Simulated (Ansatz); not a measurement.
# MoS2: the cost of one run

Computed with Ansatz 0.2.0 (DFT PBE without U, plane waves, PAW, unless a step's input says otherwise).

## 1. Starting point

The structure is trigonal, space group R3m (No. 160). Conventional cell: a = 3.163 Å, b = 3.163 Å, c = 18.370 Å, α = 90.00°, β = 90.00°, γ = 120.00°. Around Mo (site symmetry 3m) lie 6 S at 2.36 Å. Around S (site symmetry 3m) lie 3 Mo at 2.36 Å.

Coordinates:

```xyz
3
Lattice="1.5815 0.9131 6.1233 -1.5815 0.9131 6.1233 0.0000 -1.8262 6.1233" Properties=species:S:1:pos:R:3 pbc="T T T"
Mo    0.0000    0.0000    0.0000
S     0.0000    0.0000   13.7481
S     0.0000    0.0000   10.7446
```

Magnetic order typed: ferromagnetic.

## 2. From atoms, symmetry kept, no search

input.yaml

```yaml
crystal:
  lattice:
    - [1.58149989, 0.91307939, 6.12332821]
    - [-1.58149989, 0.91307939, 6.12332821]
    - [0.0, -1.82615878, 6.12332821]
  atoms:
    - { symbol: Mo, position: [0.0, 0.0, 0.0], spin: 2.0 }
    - { symbol: S, position: [0.7484, 0.7484, 0.7484] }
    - { symbol: S, position: [0.5849, 0.5849, 0.5849] }
basis:
  ecutwfc: 420
  ecutrho_ratio: 4
kpoints:
  mp_grid: { grid: [7, 7, 7] }
hamiltonian:
  xc: pbe
scf:
  occupations: { method: gaussian, width: 0.05 }
  lower_state_search: "off"
  max_iter: 150
output:
  forces: true
  stress: true
  eigenvalues: true
  populations: true
  hubbard: { sites: [{ site: 0, l: d }] }
magnetization:
  spin_polarized: true
```

Launch:

```console
$ ansatz run input.yaml --threads 2 --pin off --max-ram 3072MiB --backend cpu --events-out ev --progress --plain --runs-dir out
```

What time and memory should one allow on 2 threads of Intel Xeon Platinum 8488C (Sapphire Rapids), shared host?

About 6.7 s, with a peak of 0.46 GiB.
